**Question.** The pressure of body-centred cubic tungsten was computed repeatedly with the same cell and the same mesh of k-points. Only the smearing width was changed: the energy range, here written $\sigma$, over which the electron occupations fall from full to empty. Forecast the three missing pressures, with error bars, and say what the trend means for someone who needs a reliable pressure.

GPAW 26.7.0 calculations with the PBE functional for body-centred cubic tungsten in a fixed one-atom cell (15.85 Å³ per atom), without spin polarisation or spin–orbit coupling. All runs use the PAW data sets gpaw-data 1.2.1, a 600 eV plane-wave cutoff, a 12 × 12 × 12 k-point mesh and Gaussian smearing. Pressure is positive in compression.

```csv
smearing width,pressure (GPa)
0.011 eV,?
0.013 eV,?
0.014 eV,?
0.016 eV,5.850
0.018 eV,5.840
0.019 eV,5.830
0.021 eV,5.830
0.022 eV,5.820
0.024 eV,5.820
0.026 eV,5.810
0.027 eV,5.800
0.1 eV,5.600
```

**Model answer**

The pressure falls as the smearing width grows, and the manner of the fall is the clue. Pressures with more digits from the same runs show that the equal neighbours in the table are only rounded alike. Between 0.016 and 0.018 eV the pressure drops by 0.0050 GPa per meV, but between 0.026 and 0.027 eV by only 0.0037 GPa per meV. Among the known rows, the curve is steepest where the smearing is narrowest.

A metal with a smooth density of states should do the opposite. The number of levels within reach of the smearing is then proportional to $\sigma$, and each contributes an energy proportional to $\sigma$. The free energy, and with it the pressure, therefore shifts as $\sigma^2$. Such a curve becomes flat at small width, and narrowing the smearing further would hardly matter.

The entropy term of the free energy shows why that picture fails here. From 0.016 to 0.027 eV the width grows by a factor of 1.69 and its square by 2.85, yet the entropy term grows by only 1.94. Near-proportionality to the width itself is what a fixed group of partly filled levels gives, since their entropy hardly changes while $\sigma$ multiplies it. A finite mesh supplies just such a group: a few k-points whose levels happen to lie at the Fermi energy.

Now take two such levels, separated by a small energy $D$. With Gaussian smearing the lower one is fuller than the upper one by approximately

$$f_1-f_2\approx \frac{D}{\sqrt{\pi}\,\sigma}\,e^{-x^2},$$

where $x$ is the distance from the levels to the Fermi energy in units of $\sigma$. The group shares a fixed number of electrons, so its average filling, and with it $x$, stays nearly constant. The Fermi energy must then move almost linearly with the width, as it does (0.67 eV per eV from 0.016 to 0.018 eV), and the difference in filling varies as $1/\sigma$. Wider smearing thus moves electrons from the lower level to the upper. If compression raises the two levels at different rates, this transfer changes the pressure by a term $b/\sigma$.

The model fitted to the eight known rows below 0.05 eV is a constant, this $b/\sigma$ term and a Gaussian tail for a more distant level, which fades at small width. The row at 0.1 eV is left out because so wide a smearing reaches many levels. The fit gives $b=0.00142$ GPa eV. Starting from 5.849 GPa at 0.016 eV, a row used in the fit, the rise to 0.011 eV is

$$0.00142\left(\frac{1}{0.011}-\frac{1}{0.016}\right)\approx 0.040\ \text{GPa},$$

which leads to 5.889 GPa. The tail is negligible there.

The pressure should therefore keep rising as the width shrinks, by more per meV than between 0.018 and 0.016 eV. The forecasts are the model's own values:

- at 0.014 eV, 5.862 ± 0.006 GPa
- at 0.013 eV, 5.870 ± 0.008 GPa
- at 0.011 eV, 5.889 ± 0.013 GPa

The bars are judged, not statistical. They allow for the table's rounding and for one weakness of the model: the $1/\sigma$ law must begin to level off as the width comes down to the spacing $D$, because a level cannot be more than full or less than empty. An error at 0.011 eV is therefore more likely to be a forecast that is too high.

The withheld rows as computed:

```csv
smearing width,pressure (GPa)
0.011 eV,5.880
0.013 eV,5.870
0.014 eV,5.860
```

**Remarks on the reasoning**

All three computed pressures lie within their bars. At 0.014 and 0.013 eV the forecast agrees with the computed value to the two decimals that the table resolves. At 0.011 eV it is too high by about 0.009 GPa against the table, or 0.007 GPa against the unrounded 5.882 GPa. The unrounded pressures rise by 0.0072 GPa per meV between 0.014 and 0.013 eV, but by 0.0069 between 0.013 and 0.011 eV, where the $1/\sigma$ law demands a still steeper climb. The expected levelling off has this sign, but it may not be the whole cause. From 0.018 down to 0.013 eV the Coulomb energy changes about 13 times as much as the exchange-correlation energy; in the last step, to 0.011 eV, it changes about 16 times as much. The small zero-potential term of the energy also reverses its steady drift at 0.011 eV alone. The electron density of that last run is therefore probably slightly less well converged. Had the pressure kept the proportion to the exchange-correlation energy that it holds from 0.018 to 0.013 eV, it would have reached about 5.886 GPa, which suggests that the two causes share the miss roughly equally. The close pair itself cannot be inspected, because level energies are listed for only 20 of the 72 k-points and the pair is not among them.

The smooth-metal law, fitted to the same eight rows, does worse at every withheld width. At 0.011 eV it gives 5.858 GPa, about 0.022 GPa below the computed 5.88 GPa. It has the curve flattening where the calculation continues to climb. Its fitted coefficient is also negative, whereas a metal whose density of states grows on expansion is expected to gain pressure with the width, and by far less. The printed analysis after this text sets the two laws side by side.

A candidate who had simply continued the last known slope deserves a fair hearing. Five further meV at 0.0050 GPa each would give $5.849+0.025=5.874$ GPa at 0.011 eV, about 0.008 GPa below the unrounded value. At that width the two forecasts miss by similar amounts on opposite sides, but the level model is closer at 0.013 and 0.014 eV. As forecast, the rise at every withheld step is steeper than between 0.018 and 0.016 eV. The withheld rows rule out early flattening much more firmly than they establish the exact form of the rise.

The fit should also not be read as a measurement of the levels. It has four adjustable constants for eight closely spaced rows, and these constants can trade against one another. At 0.1 eV, outside its range, it gives a pressure about 0.05 GPa too high. The entropy term and the moving Fermi energy support the picture of a few levels at the Fermi energy; that two of them respond differently to compression is argued mainly from the shape of the pressure curve. The listed levels add two hints. One of them lies 0.046 eV above the Fermi energy at 0.014 eV, a candidate for the more distant level, though by 0.026 eV, where the tail matters, the rising Fermi energy has closed the distance to 0.039 eV, which the model's fixed distance ignores. And from 0.014 to 0.026 eV the deep 5s and 5p levels rise by nearly 2 meV while the bottom of the valence band barely moves, as expected if wider smearing shifts electrons into more compact, more d-like states.

For practical work, the main lesson is that a steady energy does not guarantee a steady pressure. Between 0.016 and 0.1 eV the energy extrapolated to zero width changes by only about 0.5 meV, while the pressure falls by 0.24 GPa, or about 4%. In a metal as stiff as tungsten this should hardly alter a relaxed cell, but the same error would matter more in a soft one. Over that span the extrapolation cancels most of the smearing's effect on the energy (it assumes the $\sigma^2$ law, so only about half is expected to cancel where the entropy term follows $\sigma$), but the reported pressure belongs to the free energy at the chosen width and receives no such correction.

Nor is the narrowest smearing automatically the best. On a fixed mesh it makes the pressure depend more sharply on where a few k-points happen to fall, so this trend contains sampling error and should not be taken for the effect of heating tungsten. On another mesh other levels would lie near the Fermi energy, and the pressure could rise or fall with the width. The remedy is to refine the mesh as the smearing is narrowed; these runs use a single mesh, so they cannot show how large the remaining error is.

Output of the analysis:

```
pressure slope from 0.016 to 0.018 eV, MPa per meV: -4.999
pressure slope from 0.026 to 0.027 eV, MPa per meV: -3.739
mean pressure slope from 0.027 to 0.1 eV, MPa per meV: -2.742
growth factor of the width from 0.016 to 0.027 eV: 1.688
growth factor of the width squared over the same span: 2.848
growth factor of the entropy term over the same span: 1.936
Fermi energy shift per change of width from 0.016 to 0.018 eV: 0.67
change of the extrapolated energy from 0.016 to 0.1 eV, meV: -0.49
fall of pressure from 0.016 to 0.1 eV, percent: 4.182
fit of p on 8 rows (w < 0.05): constant 5.76 +/- 0.00014, coefficient of 1/w 0.00142 +/- 2.6e-06, coefficient of exp(0 - (s/w)**2) -0.1488 +/- 0.0011, s 0.04583; rms 2e-05, worst 0.018 eV -3.46e-05, leave-one-out rms 8.18e-05
  rows outside the fit (model, value, miss): 0.011 eV 5.889, 5.88, 0.00949; 0.013 eV 5.87, 5.87, -0.000377; 0.014 eV 5.862, 5.86, 0.00182; 0.1 eV 5.654, 5.604, 0.0495
fit of p on 8 rows (w < 0.05): constant 5.869 +/- 0.0024, coefficient of w**2 -90.33 +/- 4.8; rms 0.00186, worst 0.016 eV -0.00362, leave-one-out rms 0.00275
  rows outside the fit (model, value, miss): 0.011 eV 5.858, 5.88, -0.0223; 0.013 eV 5.853, 5.87, -0.0167; 0.014 eV 5.851, 5.86, -0.00912; 0.1 eV 4.965, 5.604, -0.639
error bars of the forecasts at 0.011, 0.013 and 0.014 eV, GPa: 0.013, 0.008, 0.006
size of each miss in units of its bar at 0.011, 0.013 and 0.014 eV: 0.7299, 0.04713, 0.3027
```
